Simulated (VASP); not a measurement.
# PbSe (Clausthalite) (Fm-3m) in VASP: further runs

One crystal, PbSe (Clausthalite), is run at these levels: PBEsol, LDA; tasks: relaxation of cell and atoms.

All numbers are computed with VASP 6.6.1; they aren't measurements. Logs are shortened: lines on timing, memory, paths and dates and some standing lists are left out, and cuts for length are marked.

## (1) The crystal as given

Symmetry: Fm-3m, No. 225, cubic system. Conventional cell: a = 6.121 Å, b = 6.121 Å, c = 6.121 Å, α = 90.00°, β = 90.00°, γ = 90.00°. Pb (site symmetry m-3m) is surrounded by 6 Se at 3.06 Å. Se (site symmetry m-3m) has 6 Pb at 3.06 Å as nearest neighbours.

## (2) Relaxation of cell and atoms, PBEsol

Contents of INCAR:

```
PREC = Accurate
ENCUT = 600
EDIFF = 1E-6
ISMEAR = 0
SIGMA = 0.03
LREAL = F
LASPH = T
NELM = 80
ALGO = Normal
ISIF = 3
LWAVE = F
LCHARG = F
GGA = PS
IBRION = 2
NSW = 90
EDIFFG = -0.01
```

Contents of KPOINTS:

```
regular mesh
0
Gamma
  8 8 8
```

Contents of POSCAR:

```
PbSe
1.0
    0.0000000000      3.0606500000      3.0606500000
    3.0606500000      0.0000000000      3.0606500000
    3.0606500000      3.0606500000      0.0000000000
Pb Se
1 1
Direct
    0.0000000000      0.0000000000      0.0000000000
    0.5000000000      0.5000000000      0.5000000000
```

Potentials or basis: VASP PAW PBE potentials, release 64 (Pb_d, Se).

Run with:

```
$ cat potpaw_PBE.64/Pb_d/POTCAR potpaw_PBE.64/Se/POTCAR > POTCAR
$ mpirun -np 1 vasp_std > vasp.out
```

OUTCAR:

```text
PREC = Accurate
   ENCUT = 600
   EDIFF = 1E-6
   ISMEAR = 0
   LREAL = F
   LASPH = T
   NELM = 80
   ISIF = 3
   GGA = PS
   IBRION = 2
   NSW = 90
   EDIFFG = -0.01

 ion  position               nearest neighbor table
   1  0.000  0.000  0.000-   2 3.06   2 3.06   2 3.06   2 3.06   2 3.06   2 3.06
   2  0.500  0.500  0.500-   1 3.06   1 3.06   1 3.06   1 3.06   1 3.06   1 3.06

  LATTYP: Found a face centered cubic cell.
 ALAT       =     6.1213000000

  Lattice vectors:

 A1 = (   0.0000000000,   3.0606500000,   3.0606500000)
 A2 = (   3.0606500000,   0.0000000000,   3.0606500000)
 A3 = (   3.0606500000,   3.0606500000,   0.0000000000)

Analysis of symmetry for initial positions (statically):
=====================================================================
 Subroutine PRICEL returns:
 Original cell was already a primitive cell.

 Routine SETGRP: Setting up the symmetry group for a
 face centered cubic supercell.

 Subroutine GETGRP returns: Found 48 space group operations
 (whereof 48 operations were pure point group operations)
 out of a pool of 48 trial point group operations.

The static configuration has the point symmetry O_h .

Analysis of symmetry for dynamics (positions and initial velocities):
=====================================================================
 Subroutine PRICEL returns:
 Original cell was already a primitive cell.

 Routine SETGRP: Setting up the symmetry group for a
 face centered cubic supercell.

 Subroutine GETGRP returns: Found 48 space group operations
 (whereof 48 operations were pure point group operations)
 out of a pool of 48 trial point group operations.

The dynamic configuration has the point symmetry O_h .

 Subroutine INISYM returns: Found 48 space group operations
 (whereof 48 operations are pure point group operations),
 and found     1 'primitive' translations

----------------------------------------------------------------------------------------

                                     Primitive cell

  volume of cell :      57.3418

  direct lattice vectors                    reciprocal lattice vectors
     0.000000000  3.060650000  3.060650000    -0.163363991  0.163363991  0.163363991
     3.060650000  0.000000000  3.060650000     0.163363991 -0.163363991  0.163363991
     3.060650000  3.060650000  0.000000000     0.163363991  0.163363991 -0.163363991

  length of vectors
     4.328412740  4.328412740  4.328412740     0.282954733  0.282954733  0.282954733

  position of ions in fractional coordinates (direct lattice)
     0.000000000  0.000000000  0.000000000
     0.500000000  0.500000000  0.500000000

  ion indices of the primitive-cell ions
   primitive index   ion index
                 1           1
                 2           2

----------------------------------------------------------------------------------------

 KPOINTS: regular mesh

Automatic generation of k-mesh.
 Grid dimensions read from file:
 generate k-points for:    8    8    8

 Generating k-lattice:

  Cartesian coordinates                     Fractional coordinates (reciprocal lattice)
    -0.020420499  0.020420499  0.020420499     0.125000000  0.000000000  0.000000000
     0.020420499 -0.020420499  0.020420499     0.000000000  0.125000000  0.000000000
     0.020420499  0.020420499 -0.020420499     0.000000000  0.000000000  0.125000000

  Length of vectors
     0.035369342  0.035369342  0.035369342

  Shift w.r.t. Gamma in fractional coordinates (k-lattice)
     0.000000000  0.000000000  0.000000000

 Subroutine IBZKPT returns following result:
 ===========================================

 Found     29 irreducible k-points:

 Following reciprocal coordinates:
            Coordinates               Weight
  0.000000  0.000000  0.000000      1.000000
  0.125000  0.000000  0.000000      8.000000
  0.250000  0.000000  0.000000      8.000000
  0.375000  0.000000  0.000000      8.000000
  0.500000  0.000000  0.000000      4.000000
  0.125000  0.125000  0.000000      6.000000
[... 16 lines left out ...]
  0.500000  0.250000  0.125000     48.000000
 -0.375000  0.250000  0.125000     24.000000
 [... further k-points ...]
   k-points           NKPTS =     29   k-points in BZ     NKDIM =     29   number of bands    NBANDS=     14
   number of dos      NEDOS =    301   number of ions     NIONS =      2
   total plane-waves  NPLWV =  46656
   dimension x,y,z NGX =    36 NGY =   36 NGZ =   36
   dimension x,y,z NGXF=    72 NGYF=   72 NGZF=   72
   ions per type =               1   1
   NGX,Y,Z   is equivalent  to a cutoff of  13.83, 13.83, 13.83 a.u.
   NGXF,Y,Z  is equivalent  to a cutoff of  27.65, 27.65, 27.65 a.u.
 SYSTEM =  unknown system
   PREC   = accura    normal or accurate (medium, high low for compatibility)
   ISTART =      0    job   : 0-new  1-cont  2-samecut
   ICHARG =      2    charge: 1-file 2-atom 10-const
   ISPIN  =      1    spin polarized calculation?
   LNONCOLLINEAR =      F non collinear calculations
   LSORBIT =      F    spin-orbit coupling
   LASPH  =      T    aspherical Exc in radial PAW
   ENCUT  =  600.0 eV  44.10 Ry    6.64 a.u.   8.64  8.64  8.64*2*pi/ulx,y,z
   NELM   =     80;   NELMIN=  2; NELMDL= -5     # of ELM steps
   EDIFF  = 0.1E-05   stopping-criterion for ELM
   LREAL  =      F    real-space projection
   EDIFFG = -.1E-01   stopping-criterion for IOM
   NSW    =     90    number of steps for IOM
   IBRION =      2    ionic relax: 0-MD 1-quasi-New 2-CG
   NFREE  =      1    steps in history (QN), initial steepest desc. (CG)
   ISIF   =      3    stress and relaxation
   ISYM   =      2    0-nonsym 1-usesym 2-fastsym
   POTIM  = 0.5000    time-step for ionic-motion
   TEBEG  =    0.0;   TEEND  =   0.0 temperature during run
   PSTRESS=    0.0 pullay stress
   NELECT =      20.0000    total number of electrons
   NUPDOWN=      -1.0000    fix difference up-down
   EMIN   =  10.00;   EMAX   =-10.00  energy-range for DOS
   EFERMI =   0.00;   METHOD = LEGACY
   ISMEAR =     0;   SIGMA  =   0.03  broadening in eV -4-tet -1-fermi 0-gaus
   EFERMI_NEDOS =   21; number of points for ismear=-14 and -15
   IALGO  =     38    algorithm
   IMIX   =      4    mixing-type and parameters
     AMIX     =   0.40;   BMIX     =  1.00
     AMIX_MAG =   1.60;   BMIX_MAG =  1.00
  volume/ion in A,a.u.               =      28.67       193.48
  Fermi-wavevector in a.u.,A,eV,Ry     =   1.152377  2.177676 18.068159  1.327972
  Thomas-Fermi vector in A             =   2.289028
   LORBIT       =      0    0 simple, 1 ext, 2 COOP (PROOUT), +10 PAW based schemes
   GGA     = PS    functional components
   LHFCALC =     F    Hartree Fock is set to
   AEXX    =    0.0000 exact exchange contribution
   IVDW    =     0    specifies the selected vdW correction
   LEPSILON=     F    determine dielectric tensor
   LRPA    =     F    only Hartree local field effects (RPA)
 conjugate gradient relaxation of ions
 non-spin polarized calculation
 Gauss-broadening in eV      SIGMA  =   0.03
  energy-cutoff  :      600.00
  volume of cell :       57.34
 maximum number of plane-waves:      1930
   NGX = 17   NGY = 17   NGZ = 17

--------------------------------------- Ionic step        1  -------------------------------------------

 number of electron      20.0000001 magnetization

 Free energy of the ion-electron system (eV)
  ---------------------------------------------------
  ext. energy  EPLUGINS =         0.00000000
  ---------------------------------------------------
  free energy    TOTEN  =        -8.91710574 eV

  energy without entropy =       -8.91710573  energy(sigma->0) =       -8.91710574

------------------------ aborting loop because EDIFF is reached ----------------------------------------

  FORCE on cell =-STRESS in cart. coord.  units (eV):
  Direction    XX          YY          ZZ          XY          YZ          ZX
  --------------------------------------------------------------------------------------
  -------------------------------------------------------------------------------------
  Total       -0.1651595     -0.1651595     -0.1651595      0.0000000      0.0000000      0.0000000
  in kB       -4.6146965     -4.6146965     -4.6146965      0.0000000      0.0000000      0.0000000
  external PRESSURE =      -4.6146965 kB  Pullay stress =       0.0000000 kB
[... 57 lines left out ...]
  energy  without entropy=       -8.9176885552  energy(sigma->0) =       -8.91768865

--------------------------------------- Ionic step        3  -------------------------------------------

 number of electron      20.0000000 magnetization

 Free energy of the ion-electron system (eV)
  ---------------------------------------------------
  ext. energy  EPLUGINS =         0.00000000
  ---------------------------------------------------
  free energy    TOTEN  =        -8.91780037 eV

  energy without entropy =       -8.91780031  energy(sigma->0) =       -8.91780034

 E-fermi :   5.1098     XC(G=0):  -9.7583

 val. band max:        5.0228850937   @ k =   0.5000   0.0000   0.0000
 cond. band min:       5.1967866375   @ k =   0.5000   0.0000   0.0000
 fundamental gap:      0.1739015438
 Fermi energy:         5.1098361157

 k-point     1 :       0.0000    0.0000    0.0000
  band No.  band energies     occupation
      1     -11.7440      2.00000
      2     -11.7440      2.00000
      3     -11.7440      2.00000
      4     -11.7428      2.00000
      5     -11.7428      2.00000
      6      -8.6632      2.00000
      7      -1.3020      2.00000
      8       3.1070      2.00000
      9       3.1070      2.00000
     10       3.1070      2.00000
     11       9.7118      0.00000
     12       9.7118      0.00000
     13       9.7118      0.00000
     14      11.4461      0.00000
[... 375 lines left out ...]
 k-point    24 :      -0.3750    0.2500    0.1250
  band No.  band energies     occupation
      1     -11.8042      2.00000
      2     -11.7556      2.00000
      3     -11.7329      2.00000
      4     -11.7222      2.00000
      5     -11.7062      2.00000
      6      -7.3629      2.00000
      7      -3.5316      2.00000
      8       1.6914      2.00000
      9       2.0801      2.00000
     10       4.1833      2.00000
     11       6.3315      0.00000
     12       8.4111      0.00000
     13       9.1059      0.00000
     14      12.5377      0.00000

 [... further k-points ...]

------------------------ aborting loop because EDIFF is reached ----------------------------------------

  FORCE on cell =-STRESS in cart. coord.  units (eV):
  Direction    XX          YY          ZZ          XY          YZ          ZX
  --------------------------------------------------------------------------------------
  -------------------------------------------------------------------------------------
  Total        0.0003177      0.0003177      0.0003177      0.0000000      0.0000000     -0.0000000
  in kB        0.0089537      0.0089537      0.0089537      0.0000000      0.0000000     -0.0000000
  external PRESSURE =       0.0089537 kB  Pullay stress =       0.0000000 kB
[... 17 lines left out ...]
  FREE ENERGIE OF THE ION-ELECTRON SYSTEM (eV)
  ---------------------------------------------------
  free  energy   TOTEN  =        -8.9178003722 eV

  energy  without entropy=       -8.9178003128  energy(sigma->0) =       -8.91780034

 reached required accuracy - stopping structural energy minimisation
```

Wall time 47 s (1 thread of Intel Xeon Platinum 8488C (Sapphire Rapids), shared host); peak memory 0.21 GiB.

What came out:

```yaml
Free_energy: -8.9178 eV
Relaxed_volume: 28.43 Å³/atom
Relaxed_cell: a = 4.316 Å, b = 4.316 Å, c = 4.316 Å, α = 60.00°, β = 60.00°, γ = 60.00°
Space_group_after_relaxing_to_0.05_Å: Fm-3m (No. 225)
Energy_gained_by_relaxing: 0.3 meV/atom
Ionic_steps: 3
Pressure_after_relaxing: 0.0 GPa
Band_gap_on_the_k_mesh: 0.17 eV, direct
```

The path:
| step | energy change (eV) | largest force (eV/Å) | pressure (GPa) | volume (Å³) |
| --- | --- | --- | --- | --- |
| 1 | 0.0000 | 0.0000 | -0.46 | 57.34 |
| 2 | -0.0006 | 0.0000 | 0.19 | 56.66 |
| 3 | -0.0007 | 0.0000 | 0.00 | 56.86 |

Final structure:
```yaml
crystal:
  lattice:
    - [0.00000, 3.05199, 3.05199]
    - [3.05199, 0.00000, 3.05199]
    - [3.05199, 3.05199, 0.00000]
  atoms:
    - { symbol: Pb, position: [0.00000, 0.00000, 0.00000] }
    - { symbol: Se, position: [0.50000, 0.50000, 0.50000] }
```

Levels at points of the mesh, in eV from the valence-band top:
```tsv
k point	band 8	band 9	band 10	band 11	band 12	band 13
(0.00, 0.00, 0.00)	-1.92	-1.92	-1.92	4.69	4.69	4.69
(0.50, 0.00, 0.00)	-1.50	-1.50	0.00	0.17	1.63	1.63
(0.50, 0.50, 0.00)	-5.10	-3.31	-3.31	3.54	5.61	5.61
```

Caveat: the PAW data sets were made with another functional, which shifts forces and pressure a little; spin-orbit coupling is left out, which as a rule narrows the gap of such compounds by several tenths of an eV. A k mesh can miss the band edges.

## (3) Relaxation of cell and atoms, PBEsol

This run uses another cell than the first one, of 28.43 Å³/atom, 0.992 times its volume.

Changes to INCAR since step 2:

```diff
@@ -2,3 +2,3 @@
 ENCUT = 600
-EDIFF = 1E-6
+EDIFF = 1E-7
 ISMEAR = 0
@@ -15,2 +15,2 @@
 NSW = 90
-EDIFFG = -0.01
+EDIFFG = -0.005
```

KPOINTS is that of step 2.

Contents of POSCAR:

```
PbSe                                    
1.0
    0.0000000000      3.0519897379      3.0519897379
    3.0519897379      0.0000000000      3.0519897379
    3.0519897379      3.0519897379      0.0000000000
  Pb              Se            
     1     1
Direct
     0.0000000000000000    0.0000000000000000    0.0000000000000000
     0.5000000000000000    0.5000000000000000    0.5000000000000000
```

Potentials or basis: VASP PAW PBE potentials, release 64 (Pb_d, Se).

Run with:

```
$ cat potpaw_PBE.64/Pb_d/POTCAR potpaw_PBE.64/Se/POTCAR > POTCAR
$ mpirun -np 1 vasp_std > vasp.out
```

Run time: 27 s. Hardware: 1 thread of Intel Xeon Platinum 8488C (Sapphire Rapids), shared host; peak memory 0.21 GiB.

Results (log left out):

```yaml
Free_energy: -8.9178 eV
Pressure_after_relaxing: 0.0 GPa
Band_gap_on_the_k_mesh: 0.17 eV, direct
```

Final structure:
```
Pb Se
1.0
     0.00000    3.05199    3.05199
     3.05199    0.00000    3.05199
     3.05199    3.05199    0.00000
Pb Se
1 1
Direct
  0.00000 0.00000 0.00000
  0.50000 0.50000 0.50000
```

Levels at points of the mesh, in eV from the valence-band top:
```
           k point  band 6  band 7  band 8  band 9  band 10  band 11  band 12  band 13  band 14
(0.00, 0.00, 0.00)  -13.69   -6.32   -1.92   -1.92    -1.92     4.69     4.69     4.69     6.42
(0.50, 0.00, 0.00)  -12.59   -8.89   -1.50   -1.50     0.00     0.17     1.63     1.63     8.42
(0.50, 0.50, 0.00)  -12.20   -7.43   -5.10   -3.31    -3.31     3.54     5.61     5.61     6.04
```

Caveat: the relaxation stopped at its first step, so nothing moved; the PAW data sets were made with another functional, which shifts forces and pressure a little; spin-orbit coupling is left out, which as a rule narrows the gap of such compounds by several tenths of an eV. A k mesh can miss the band edges.

## (4) Relaxation of cell and atoms, LDA

Contents of INCAR:

```
  ALGO = Normal
  EDIFF = 1E-6
  EDIFFG = -0.01
  ENCUT = 600
  IBRION = 2
  ISIF = 3
  ISMEAR = 0
  LASPH = T
  LCHARG = F
  LREAL = F
  LWAVE = F
  NELM = 80
  NSW = 90
  PREC = Accurate
  SIGMA = 0.03
```

Contents of KPOINTS:

```
k-points
0
Gamma
  8 8 8
```

Contents of POSCAR:

```
PbSe
1.0
    0.0000000000      3.0606500000      3.0606500000
    3.0606500000      0.0000000000      3.0606500000
    3.0606500000      3.0606500000      0.0000000000
Pb Se
1 1
Direct
    0.0000000000      0.0000000000      0.0000000000
    0.5000000000      0.5000000000      0.5000000000
```

Potentials or basis: VASP PAW LDA potentials, release 64 (Pb_d, Se).

Run with:

```
$ cat potpaw_LDA.64/Pb_d/POTCAR potpaw_LDA.64/Se/POTCAR > POTCAR
$ mpirun -np 1 vasp_std > vasp.out
```

Wall time 21 s (1 thread of Intel Xeon 6975P-C (Granite Rapids), shared host); peak memory 0.19 GiB.

The run converged. Its results:

```yaml
Free_energy: -9.4585 eV
Relaxed_volume: 27.62 Å³/atom
Relaxed_cell: a = 4.275 Å, b = 4.275 Å, c = 4.275 Å, α = 60.00°, β = 60.00°, γ = 60.00°
Space_group_after_relaxing_to_0.05_Å: Fm-3m (No. 225)
Energy_gained_by_relaxing: 6.6 meV/atom
Ionic_steps: 3
Pressure_after_relaxing: 0.0 GPa
Band_gap_on_the_k_mesh: 0.03 eV, direct
```

Step by step:
| step | energy change (eV) | largest force (eV/Å) | pressure (GPa) | volume (Å³) |
| --- | --- | --- | --- | --- |
| 1 | 0.0000 | 0.0000 | -1.98 | 57.34 |
| 2 | -0.0112 | 0.0000 | 0.82 | 54.45 |
| 3 | -0.0132 | 0.0000 | 0.00 | 55.25 |

Final structure:
```
Pb Se
1.0
     0.00000    3.02290    3.02290
     3.02290    0.00000    3.02290
     3.02290    3.02290    0.00000
Pb Se
1 1
Direct
  0.00000 0.00000 0.00000
  0.50000 0.50000 0.50000
```

Levels at points of the mesh, in eV from the valence-band top:
```
           k point  band 6  band 7  band 8  band 9  band 10  band 11  band 12  band 13  band 14
(0.00, 0.00, 0.00)  -13.97   -6.36   -2.08   -2.08    -2.08     4.65     4.65     4.65     6.36
(0.50, 0.00, 0.00)  -12.81   -9.12   -1.62   -1.62     0.00     0.03     1.49     1.49     8.43
(0.50, 0.50, 0.00)  -12.37   -7.55   -5.37   -3.52    -3.52     3.42     5.62     5.62     6.07
```

Caveat: spin-orbit coupling is left out, which as a rule narrows the gap of such compounds by several tenths of an eV. LDA usually gives volumes a few per cent too small.
